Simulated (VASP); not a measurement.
# NiO: equation of state with PBE+D3(BJ)

NiO:

```xyz
2
Lattice="0.0000 2.0920 2.0920 2.0920 0.0000 2.0920 2.0920 2.0920 0.0000" Properties=species:S:1:pos:R:3 pbc="T T T"
Ni    0.0000    0.0000    0.0000
O     2.0920    2.0920    2.0920
```

| Property | Result |
| --- | --- |
| Program | VASP 6.6.1 |
| Task | equation of state |
| Functional | PBE |
| Dispersion | D3(BJ) |
| Potentials or basis | VASP PAW PBE potentials, release 64 (Ni, O) |
| Cutoff | 520 eV |
| k mesh | 10 × 10 × 10 |
| Occupations | fermi-dirac, width 0.05 eV |
| Spin | collinear spin, ferromagnetic start |
| Starting moments | [1.0, 0.0] μB |

| Quantity | Value |
| --- | --- |
| Equilibrium volume | 9.18 Å³/atom (rough: see the caveat) |
| Bulk modulus | 187 GPa (rough) |

Energy against volume, from the lowest point:
```csv
volume (Å³/atom),energy (meV/atom)
8.789,9.81
8.972,2.65
9.155,0.00
9.338,1.63
9.521,7.32
```

All runs of the series together: 2 min on 1 thread of Intel(R) Xeon(R) Platinum 8259CL CPU @ 2.50GHz (Skylake/Cascade Lake), on a shared host.

Caveat: the fit is doubtful: noisy points or a state that changes with volume.
